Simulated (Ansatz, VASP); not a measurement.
Ge in VASP and in Ansatz

File INCAR:

```
SYSTEM = Ge
PREC = Accurate ; ENCUT = 600
EDIFF = 1E-6 ; ISMEAR = 0
SIGMA = 0.1 ; LREAL = .FALSE.
LASPH = .TRUE. ; NELM = 100
ALGO = Fast ; ISIF = 3
LWAVE = .FALSE. ; LCHARG = .FALSE.
GGA = PS ; IBRION = 2
NSW = 90 ; EDIFFG = -0.04
```

KPOINTS

```
Automatic mesh
0
G
  6 6 6
  0 0 0
```

The input POSCAR:

```
Ge
1.0
    3.0614416627      0.0000000000      0.0000000000
   -1.5307208313      2.6512862521      0.0000000000
    0.0000000000      0.0000000000      2.8605345535
Ge
1
Direct
    0.0000000000      0.0000000000      0.0000000000
```

Input for Ansatz:

```yaml
crystal:
  lattice:
    - [3.0614416627, 0.0, 0.0]
    - [-1.5307208313, 2.6512862521, 0.0]
    - [0.0, 0.0, 2.8605345535]
  atoms:
    - { symbol: Ge, position: [0.0, 0.0, 0.0] }
basis:
  ecutwfc: 420
kpoints:
  mp_grid: { grid: [6, 6, 6] }
hamiltonian:
  xc: pbesol
scf:
  occupations: { method: gaussian, width: 0.1 }
  lower_state_search: "off"
output:
  forces: true
  stress: true
  eigenvalues: true
relax:
  adjacent_minimum: "off"
  f_tol: 0.04
  max_steps: 70
  cell: { stress_tol: 0.4 }
```

Alike in both runs: task relaxation of cell and atoms; functional PBEsol; k mesh 6 × 6 × 6; occupations gaussian, width 0.1 eV; no spin polarisation.

|  | VASP | Ansatz |
| --- | --- | --- |
| version | VASP 6.6.1 | Ansatz 0.2.0 |
| potentials or method | VASP PAW PBE potentials, release 64 (Ge_d) | scalar-relativistic, plane waves, PAW |
| plane-wave cutoff (eV) | 600 | 420 |
| valence electrons in the cell | 14 | 14 |

Ansatz gave:

| Quantity | Value |
| --- | --- |
| gap on the k mesh at the Fermi level, each at its own relaxed structure (eV) | none |
| relaxed volume (Å³/atom) | 18.77 |
| relaxed cell length with the largest relative difference (Å) | 2.805 |
| energy change over the relaxation (meV/atom) | -212 |

Question: Estimate VASP's values.

Answer: gap on the k mesh at the Fermi level, each at its own relaxed structure (eV): none; relaxed volume (Å³/atom): 18.71; relaxed cell length with the largest relative difference (Å): 2.802; energy change over the relaxation (meV/atom): -211.

A gap of «none» marks a metal or a gap that the smearing closes.

Caveats: the k mesh is coarse (spacing up to 0.39 Å⁻¹), so the values aren't converged; the volume moved by over 15 % at a fixed basis, so the end points are rough; the PAW data sets were made with another functional, which shifts forces and pressure a little (VASP).
